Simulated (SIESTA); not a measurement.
Sn:

```xyz
1
Lattice="3.2339 0.0000 0.0000 -1.5143 3.0357 0.0000 -1.4279 -1.0822 2.9142" Properties=species:S:1:pos:R:3 pbc="T T T"
Sn    0.0000    0.0000    0.0000
```

This isn't the form of Sn at room conditions, which is tetragonal (white tin).

```yaml
Program: SIESTA 5.4.2
Task: relaxation of cell and atoms
Functional: PBE
Potentials_or_basis: PseudoDojo 0.4 standard (PBE files)
Basis: DZP (energy shift 0.003 Ry; two zetas on semicore shells)
Grid_cutoff: 500 Ry
Energy_shift: 0.003 Ry
k_mesh: 11 × 9 × 9
Occupations: fermi-dirac, width 0.05 eV
Spin: no spin polarisation
```

At the start: pressure 0.2 GPa; volume 28.61 Å³/atom.

Question: How do energy, volume and symmetry change on relaxing?

Answer: Over 29 steps the energy falls by 19.7 meV/atom and the volume is 28.41 Å³/atom (-0.7 %); space group C2/m (No. 12, to 0.05 Å).

The path:
```csv
step,energy change (eV),largest force (eV/Å),pressure (GPa),volume (Å³)
1,0.0000,0.0000,0.17,28.61
2,-0.0016,0.0000,0.08,28.65
3,-0.0050,0.0000,-0.13,28.74
4,-0.0074,0.0000,-0.30,28.76
5,0.0228,0.0000,0.19,28.76
6,0.0155,0.0000,-0.20,28.76
7,0.0029,0.0000,-0.21,28.68
8,0.0060,0.0000,0.15,28.43
9,0.0035,0.0000,-0.04,28.55
10,0.0027,0.0000,-0.17,28.58
11,0.0036,0.0000,0.00,28.53
12,0.0037,0.0000,0.02,28.52
13,0.0014,0.0000,-0.35,28.72
14,0.0007,0.0000,-0.25,28.66
15,0.0144,0.0000,-0.69,29.03
16,0.0030,0.0000,0.52,28.22
17,0.0004,0.0000,-0.16,28.62
18,0.0004,0.0000,-0.02,28.54
19,0.0005,0.0000,-0.07,28.57
20,-0.0004,0.0000,0.32,28.30
21,-0.0012,0.0000,1.28,27.73
22,-0.0033,0.0000,0.63,28.08
23,-0.0078,0.0000,0.71,28.07
24,-0.0039,0.0000,1.04,28.04
25,-0.0178,0.0000,0.43,28.22
26,-0.0191,0.0000,0.43,28.19
27,-0.0195,0.0000,0.20,28.30
28,-0.0197,0.0000,0.07,28.36
29,-0.0197,0.0000,-0.01,28.41
```

Final structure:
```
Sn
1.0
     4.08529   -0.07332   -0.22266
    -2.02440    2.68641    0.32776
    -1.95493   -0.68475    2.67124
Sn
1
Direct
  0.00000 0.00000 0.00000
```

Caveat: the basis of atomic orbitals isn't converged, which shifts pressures, moduli and gaps.
